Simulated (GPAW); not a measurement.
Au:

```
Au
1.0
     2.90000    0.00000    0.00000
    -1.45000    2.51147    0.00000
     0.00000    0.00000    4.88000
Au
2
Direct
  0.66667 0.33333 0.25000
  0.33333 0.66667 0.75000
```

This isn't the form of Au at room conditions, which is fcc.

* Program: GPAW 26.7.0
* Task: relaxation of cell and atoms
* Functional: PBEsol
* Dispersion: D3(BJ)+ATM
* Potentials or basis: PAW data sets generated in the run's folder for this functional
* Cutoff: 600 eV
* Basis: pw
* k mesh: 9 × 9 × 5
* Occupations: fermi-dirac, width 0.05 eV
* Spin: no spin polarisation

At the start: pressure -8.5 GPa; volume 17.77 Å³/atom.

**Question.** How do energy, volume and symmetry change on relaxing?

**Answer.** Over 7 steps the energy falls by 25.4 meV/atom and the volume is 16.88 Å³/atom (-5.0 %); space group P6_3/mmc (No. 194, to 0.05 Å).

The path:
```
step  energy change (eV)  largest force (eV/Å)  pressure (GPa)  volume (Å³)
   1              0.0000                0.0000           -8.51        35.54
   2             -0.0312                0.0000           -5.47        34.83
   3             -0.0499                0.0000            0.69        33.64
   4             -0.0503                0.0000            0.02        33.76
   5             -0.0505                0.0000           -0.12        33.78
   6             -0.0508                0.0000           -0.16        33.78
   7             -0.0508                0.0000           -0.05        33.76
```

Final structure:
```
CELL_PARAMETERS angstrom
2.86039 0.00000 0.00000
-1.43019 2.47717 0.00000
0.00000 0.00000 4.76505
ATOMIC_POSITIONS crystal
Au 0.66667 0.33333 0.25000
Au 0.33333 0.66667 0.75000
```

Caveat: with this Au data set, volumes or pressures lay over 1.5 % or 2 GPa off other programs in two to four cells of ten; later steps reuse the first step's grids; pairwise dispersion overbinds metals, which lowers pressure and volume.
